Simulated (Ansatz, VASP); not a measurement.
# SnO2 (rutile SnO2, size series): VASP beside Ansatz, part 3 of 3

Wanted: the spread between two codes on one cell, functional and k mesh. Of the first pair: The structure shown is the start of the Ansatz relaxation below; VASP solves that cell, so the two are compared at the walk's first step.

VASP 6.6.1 and Ansatz 0.2.0.

So far. Step 6 (VASP: single point, RPBE, start cell, pair 2): The run ends at a pressure of 6.05 GPa, with forces up to 0.15 eV/Å. Step 8 (VASP: single point, RPBE, pair 3): The run ends at a pressure of 15.82 GPa, with forces up to 0.30 eV/Å.

## 9. Ansatz: single point, RPBE, pair 3

Level of this step: Ansatz beside VASP: Kohn-Sham DFT, plane waves, RPBE (Ansatz).

The same cell, functional and mesh now go to Ansatz, which takes its cutoff from its data sets.

The cell is taken from a series of runs on this material, whose earlier steps may have relaxed, scaled, displaced or heated it; both programs get it as it stands.

input.yaml

```yaml
crystal:
  lattice:
    - [9.474, 0.0, 0.0]
    - [0.0, 9.474, 0.0]
    - [0.0, 0.0, 9.558]
  atoms:
    - { symbol: Sn, position: [0.0, 0.0, 0.0] }
    - { symbol: Sn, position: [0.25, 0.25, 0.16667] }
    - { symbol: O, position: [0.1535, 0.1535, 0.0] }
    - { symbol: O, position: [0.3465, 0.3465, 0.0] }
    - { symbol: O, position: [0.0965, 0.4035, 0.16667] }
    - { symbol: O, position: [0.4035, 0.0965, 0.16667] }
    - { symbol: Sn, position: [0.0, 0.0, 0.33333] }
    - { symbol: Sn, position: [0.25, 0.25, 0.5] }
    - { symbol: O, position: [0.1535, 0.1535, 0.33333] }
    - { symbol: O, position: [0.3465, 0.3465, 0.33333] }
    - { symbol: O, position: [0.0965, 0.4035, 0.5] }
    - { symbol: O, position: [0.4035, 0.0965, 0.5] }
    - { symbol: Sn, position: [0.0, 0.0, 0.66667] }
    - { symbol: Sn, position: [0.25, 0.25, 0.83333] }
    - { symbol: O, position: [0.1535, 0.1535, 0.66667] }
    - { symbol: O, position: [0.3465, 0.3465, 0.66667] }
    - { symbol: O, position: [0.0965, 0.4035, 0.83333] }
    - { symbol: O, position: [0.4035, 0.0965, 0.83333] }
    - { symbol: Sn, position: [0.0, 0.5, 0.0] }
    - { symbol: Sn, position: [0.25, 0.75, 0.16667] }
    - { symbol: O, position: [0.1535, 0.6535, 0.0] }
    - { symbol: O, position: [0.3465, 0.8465, 0.0] }
    - { symbol: O, position: [0.0965, 0.9035, 0.16667] }
    - { symbol: O, position: [0.4035, 0.5965, 0.16667] }
    - { symbol: Sn, position: [0.0, 0.5, 0.33333] }
    - { symbol: Sn, position: [0.25, 0.75, 0.5] }
    - { symbol: O, position: [0.1535, 0.6535, 0.33333] }
    - { symbol: O, position: [0.3465, 0.8465, 0.33333] }
    - { symbol: O, position: [0.0965, 0.9035, 0.5] }
    - { symbol: O, position: [0.4035, 0.5965, 0.5] }
    - { symbol: Sn, position: [0.0, 0.5, 0.66667] }
    - { symbol: Sn, position: [0.25, 0.75, 0.83333] }
    - { symbol: O, position: [0.1535, 0.6535, 0.66667] }
    - { symbol: O, position: [0.3465, 0.8465, 0.66667] }
    - { symbol: O, position: [0.0965, 0.9035, 0.83333] }
    - { symbol: O, position: [0.4035, 0.5965, 0.83333] }
    - { symbol: Sn, position: [0.5, 0.0, 0.0] }
    - { symbol: Sn, position: [0.75, 0.25, 0.16667] }
    - { symbol: O, position: [0.6535, 0.1535, 0.0] }
    - { symbol: O, position: [0.8465, 0.3465, 0.0] }
    - { symbol: O, position: [0.5965, 0.4035, 0.16667] }
    - { symbol: O, position: [0.9035, 0.0965, 0.16667] }
    - { symbol: Sn, position: [0.5, 0.0, 0.33333] }
    - { symbol: Sn, position: [0.75, 0.25, 0.5] }
    - { symbol: O, position: [0.6535, 0.1535, 0.33333] }
    - { symbol: O, position: [0.8465, 0.3465, 0.33333] }
    - { symbol: O, position: [0.5965, 0.4035, 0.5] }
    - { symbol: O, position: [0.9035, 0.0965, 0.5] }
    - { symbol: Sn, position: [0.5, 0.0, 0.66667] }
    - { symbol: Sn, position: [0.75, 0.25, 0.83333] }
    - { symbol: O, position: [0.6535, 0.1535, 0.66667] }
    - { symbol: O, position: [0.8465, 0.3465, 0.66667] }
    - { symbol: O, position: [0.5965, 0.4035, 0.83333] }
    - { symbol: O, position: [0.9035, 0.0965, 0.83333] }
    - { symbol: Sn, position: [0.5, 0.5, 0.0] }
    - { symbol: Sn, position: [0.75, 0.75, 0.16667] }
    - { symbol: O, position: [0.6535, 0.6535, 0.0] }
    - { symbol: O, position: [0.8465, 0.8465, 0.0] }
    - { symbol: O, position: [0.5965, 0.9035, 0.16667] }
    - { symbol: O, position: [0.9035, 0.5965, 0.16667] }
    - { symbol: Sn, position: [0.5, 0.5, 0.33333] }
    - { symbol: Sn, position: [0.75, 0.75, 0.5] }
    - { symbol: O, position: [0.6535, 0.6535, 0.33333] }
    - { symbol: O, position: [0.8465, 0.8465, 0.33333] }
    - { symbol: O, position: [0.5965, 0.9035, 0.5] }
    - { symbol: O, position: [0.9035, 0.5965, 0.5] }
    - { symbol: Sn, position: [0.5, 0.5, 0.66667] }
    - { symbol: Sn, position: [0.75, 0.75, 0.83333] }
    - { symbol: O, position: [0.6535, 0.6535, 0.66667] }
    - { symbol: O, position: [0.8465, 0.8465, 0.66667] }
    - { symbol: O, position: [0.5965, 0.9035, 0.83333] }
    - { symbol: O, position: [0.9035, 0.5965, 0.83333] }
kpoints:
  mp_grid: { grid: [1, 1, 1] }
hamiltonian:
  xc: rpbe
  pseudopotentials: { kind: paw, azcp: { folder: soft_1 } }
scf:
  occupations: { method: fixed }
output:
  forces: true
```

The run is started by

```bash
> ansatz run input.yaml --threads 4 --pin off --max-ram 8192MiB --backend cpu --events-out ev --progress --plain --runs-dir out
```

Numbers of over 12 decimals in the logs are rounded to 6 here.

Output:

```text
[...]
Crystal: 72 atoms, lattice volume = 857.894 Å³
Basis set: ecut = 420 eV, 16839 PW (Γ), exchange–correlation on 128×128×128 points (8 copies of the dense FFT grid, shifted against one another)
Bands: 384, of which v1, the nominal top of the filled ones, is band 312 counted from 1 (311 counted from 0)
Symmetry: 192 space group operations
[...]
k-points: 1
[...]
atom   5  O      0.19800497    -0.19800497    -0.00000000
  atom   6  O     -0.19800497     0.19800497     0.00000000
  atom   7  Sn    -0.00000000     0.00000000    -0.00000000
  atom   8  Sn     0.00000000    -0.00000000     0.00000000
[...]
atom  69  O     -0.19800497    -0.19800497     0.00000000
  atom  70  O      0.19800497     0.19800497     0.00000000
  atom  71  O      0.19800497    -0.19800497     0.00000000
  atom  72  O     -0.19800497     0.19800497     0.00000000
  max |Σ_I F_I| component: 9.16e-16 eV/Å
[key lines of the parts left out:]
SCF converged after 9 iterations
Free energy (F): -172101.693033 eV
Fermi energy:    9.734871 eV
```

## 10. Comparison

What differs besides the data sets and the points named for the pairs above, as far as they apply: the cutoff is 420 eV in Ansatz and 520 eV in VASP (PREC = Accurate, projectors in real space). Total energies have different zeros and are not compared.

Both answers:

```csv
quantity,Ansatz,VASP,difference
gap on the k mesh (eV),1.363,1.354,+0.009
```

Forces on 7 of the 72 atoms, those with the largest forces and the largest differences (eV/Å; atoms numbered as in POSCAR):

```csv
atom,"Ansatz x, y, z","VASP x, y, z"
O25,"-0.198, -0.198, 0.000","-0.215, -0.215, 0.000"
O26,"0.198, 0.198, 0.000","0.215, 0.215, 0.000"
O27,"0.198, -0.198, 0.000","0.215, -0.215, 0.000"
O28,"-0.198, 0.198, 0.000","-0.215, 0.215, 0.000"
O29,"-0.198, -0.198, 0.000","-0.215, -0.215, 0.000"
O30,"0.198, 0.198, 0.000","0.215, 0.215, 0.000"
O31,"0.198, -0.198, 0.000","0.215, -0.215, 0.000"
```

The forces differ by 11 meV/Å r.m.s., which is 7.7 % of the r.m.s. force of 0.143 eV/Å (both taken over all components). A gap on the mesh is an upper bound, since the band edges may lie between its points.

## 11. Results

```json
{"r.m.s. force difference (single point, RPBE, start cell, pair 1)": "12 meV/Å", "r.m.s. force difference (single point, RPBE, start cell, pair 2)": "14 meV/Å", "r.m.s. force difference (single point, RPBE, pair 3)": "11 meV/Å"}
```

The r.m.s. force difference is 14 meV/Å (single point, RPBE, start cell, pair 2), beyond the 12 meV/Å picked in this series as the mark of a large difference. What causes the difference of the single point, RPBE, start cell, pair 2 pair stays open here. 12 further pairs of this series are not shown here. How closely two codes agree says nothing of how well the functional describes the real material.

[Lines on the potential files, build, host, timing and source positions are cut from VASP's logs without a mark.]

[Logs are printed without paths, hosts, clocks, repeated set-up lines and the standing remarks that a program may print on its own settings, such as how far it seeks lower states.]

[Hosts, paths, dates, database ids (printed as entryN), source tags and the programs' standing remarks are cut or masked in the printed files.]
